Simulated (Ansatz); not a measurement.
## Mg3Sb2: how the free axis answers a strain

Mg3Sb2, P-3m1, a = 4.594 Å, c = 7.274 Å. The structure is a COD entry; whether it is the stable form wasn't checked. Ansatz: PBE, PAW, 420 eV, Γ-centred 12×12×6 mesh on 5 atoms, Gaussian smearing 0.01 eV; no spin polarisation. Series: biaxial strain in the a-b plane, c and atoms relaxed; x is the strain in per cent. y is the change of c in per cent of 7.274 Å.

```tsv
x (%)	y (%)
-6.0	3.37
-4.0	2.20
-2.0	1.08
0.0	0.00
2.0	-1.12
4.0	?
6.0	-3.75
```

Task: Fit y = c1 x + c2 x² to the other rows, say what c1 measures, and predict the missing y.

Result: Least squares on the rows shown. y = −0.5862 x − 0.005611 x². With no stress along c, c1 = −2C13/C33 = -0.586. With a term in x³ added, the coefficient of x becomes -0.5481, 6 % less, which shows how far this figure hangs on the form. At x = 4.0 the fit asked for gives -2.43 %. The run gave -2.37 %, so the fit is 0.06 % too low, within twice the rms miss on the fitted rows (0.06 %).

Where the gap has closed, the smearing of 0.02 eV or less is narrow for a metal on this mesh.